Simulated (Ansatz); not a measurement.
**Tetradymite Sb2Te3**

Level of theory: PBEsol (plane waves, PAW; Ansatz, a first-principles code).

Run with plane-wave cutoff 500 eV, 10×10×10 k mesh, Fermi–Dirac smearing 0.05 eV, scalar-relativistic PAW data made under PBE.

Cell (relaxed at this level):

```xyz
5
Lattice="0.0000 -4.2736 0.0000 0.4450 2.1368 -3.6742 9.5801 0.0000 3.6458" Properties=species:S:1:pos:R:3 pbc="T T T"
Te     6.2437     0.0000     0.7562
Sb     7.7878    -2.1368     2.1860
Te     0.0000     0.0000     0.0000
Sb     2.2373     0.0000    -2.2144
Te     3.7814    -2.1368    -0.7847
```

| Item | Value |
|---|---|
| equilibrium volume per atom | 31.47 Å³/atom |
| lattice constant a | 4.274 Å |
| c axis length | 29.847 Å |

Measured, for comparison: lattice constant a 4.264 Å (302 K, not corrected to a static lattice, our sources range from 4.256 to 4.264; as tabulated in Anderson, Krause, Acta Cryst. B 30, 1307 (1974), by the American Mineralogist …); lattice parameter c 30.458 Å (302 K, not corrected to a static lattice, our sources range from 30.363 to 30.458; as tabulated in Anderson, Krause, Acta Cryst. B 30, 1307 (1974), by the American Mineralogist …). Computed (rounded) less measured: lattice constant a +0.2 % (+0.2 % to +0.4 % over the range), lattice parameter c -2.0 % (-1.7 % to -2.0 % over the range).

Note: the cell comes from a level without a dispersion term, which matters for the spacing of layers, chains or molecules.

Spin–orbit coupling is not included.

Computed values are for the static lattice.
